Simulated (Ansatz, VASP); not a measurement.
**PbO in VASP and in Ansatz**

INCAR

```
SYSTEM = PbO
PREC = Accurate
ENCUT = 520
EDIFF = 1E-6
ISMEAR = 0
SIGMA = 0.05
LREAL = .FALSE.
LASPH = .TRUE.
NELM = 60
ALGO = Normal
ISIF = 2
LWAVE = .FALSE.
LCHARG = .FALSE.
GGA = PE
NBANDS = 28
```

Contents of KPOINTS:

```
regular mesh
0
G
  8 8 6
  0 0 0
```

The input POSCAR:

```
PbO
1.0
    4.0737600000      0.0000000000      0.0000000000
    0.0000000000      4.0737600000      0.0000000000
    0.0000000000      0.0000000000      4.7709000000
Pb O
2 2
Direct
    0.0000000000      0.5000000000      0.2351000000
    0.5000000000      0.0000000000      0.7649000000
    0.0000000000      0.0000000000      0.0000000000
    0.5000000000      0.5000000000      0.0000000000
```

Input for Ansatz:

```yaml
crystal:
  lattice:
    - [4.07376, 0.0, 0.0]
    - [0.0, 4.07376, 0.0]
    - [0.0, 0.0, 4.7709]
  atoms:
    - { symbol: Pb, position: [0.0, 0.5, 0.2351] }
    - { symbol: Pb, position: [0.5, 0.0, 0.7649] }
    - { symbol: O, position: [0.0, 0.0, 0.0] }
    - { symbol: O, position: [0.5, 0.5, 0.0] }
basis:
  ecutwfc: 420
kpoints:
  mp_grid: { grid: [8, 8, 6] }
hamiltonian:
  xc: pbe
scf:
  occupations: { method: gaussian, width: 0.05 }
output:
  forces: true
  stress: true
  eigenvalues: true
```

Change from the starting cell: strain +0.025 along x and y, -0.050 along z, atoms carried along.

Alike in both runs: task single point; functional PBE; k mesh 8 × 8 × 6; occupations gaussian, width 0.05 eV; no spin polarisation.

```csv
,VASP,Ansatz
version,VASP 6.6.1,Ansatz 0.2.0
potentials or method,"VASP PAW PBE potentials, release 64 (Pb_d, O)","scalar-relativistic, plane waves, PAW"
plane-wave cutoff (eV),520,420
valence electrons in the cell,40,40
```

|  | VASP | Ansatz | Ansatz less VASP |
| --- | --- | --- | --- |
| gap on the k mesh at the Fermi level (eV) | 1.42 | 1.42 | -0.006 |
| least direct gap on the mesh (eV) | 2.05 | 2.07 | +0.026 |
| pressure (GPa) | 4.2 | 4.1 | -0.08 |
| largest component of the traceless stress (GPa) | 1.10 | 1.13 | +0.037 |
| rms of the force components (eV/Å) | 0.286 | 0.269 | -0.0172 |

Atom by atom the forces differ by 0.017 eV/Å (rms over components). With one functional, cell and mesh, what is left measures potentials, basis and numerics.

Caveats: spin-orbit coupling is left out, which as a rule narrows the gap of such compounds by several tenths of an eV. A k mesh can miss the band edges.
